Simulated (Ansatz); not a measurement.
Cu-65 NMR of the central transition in Cu₂O

Cell: an entry of the Crystallography Open Database (COD), whose atoms a relaxation with PBE at fixed cell left in place.

Space group Pn-3m:1 (No. 224); a = 4.2600 Å.

| site | Wyckoff | site symmetry | x | y | z |
| --- | --- | --- | --- | --- | --- |
| Cu | 4b | .-3m | 0.2500 | 0.2500 | 0.2500 |
| O | 2a | -43m | 0.0000 | 0.0000 | 0.0000 |

One atom of each set is listed.

The numbers come from a DFT calculation in Ansatz (PBE, plane waves and PAW, scalar-relativistic, 420 eV cutoff, Γ-centred 7×7×7 k-points, Fermi–Dirac smearing 0.02 eV).

Cu-65 has I = 3/2 and Q = -204.0 mb (Pyykkö 2018); at 7.05 T its Larmor frequency is ν₀ = 85.3 MHz. Only the quadrupole interaction is simulated: positions count from each site's isotropic chemical shift, and shift anisotropy, dipolar and J coupling are left out.

Task: Simulate the second-order pattern (static powder, Gaussian broadening 60 kHz) of site Cu (2 O at 1.84 Å, angle 180°).

Result: The calculation gives C_Q = 26.2 MHz and η = 0.00, so ν_Q = 13.1 MHz and the centre of gravity lies at -2351 ppm (-201 kHz).

```json
{"offset (kHz)": "-727.0", "height": "7"}
{"offset (kHz)": "-676.5", "height": "79"}
{"offset (kHz)": "-626.0", "height": "100"}
{"offset (kHz)": "-575.5", "height": "65"}
{"offset (kHz)": "-525.0", "height": "52"}
{"offset (kHz)": "-474.5", "height": "45"}
{"offset (kHz)": "-424.0", "height": "41"}
{"offset (kHz)": "-373.5", "height": "38"}
{"offset (kHz)": "-323.0", "height": "36"}
{"offset (kHz)": "-272.5", "height": "35"}
{"offset (kHz)": "-222.0", "height": "34"}
{"offset (kHz)": "-171.5", "height": "33"}
{"offset (kHz)": "-121.0", "height": "33"}
{"offset (kHz)": "-70.5", "height": "33"}
{"offset (kHz)": "-20.0", "height": "31"}
{"offset (kHz)": "30.5", "height": "27"}
{"offset (kHz)": "81.0", "height": "27"}
{"offset (kHz)": "131.5", "height": "29"}
{"offset (kHz)": "182.0", "height": "32"}
{"offset (kHz)": "232.5", "height": "37"}
{"offset (kHz)": "283.0", "height": "46"}
{"offset (kHz)": "333.5", "height": "71"}
{"offset (kHz)": "384.0", "height": "56"}
{"offset (kHz)": "434.5", "height": "5"}
```

An axis of threefold or higher order runs through Cu, so V_zz lies along it and η is zero.

With ν_Q/ν₀ up to 0.15, terms beyond second order are no longer negligible.

Semilocal functionals underestimate gradients at Cu(I) with two or three neighbours, in Cu₂O by a fifth to nearly a half.
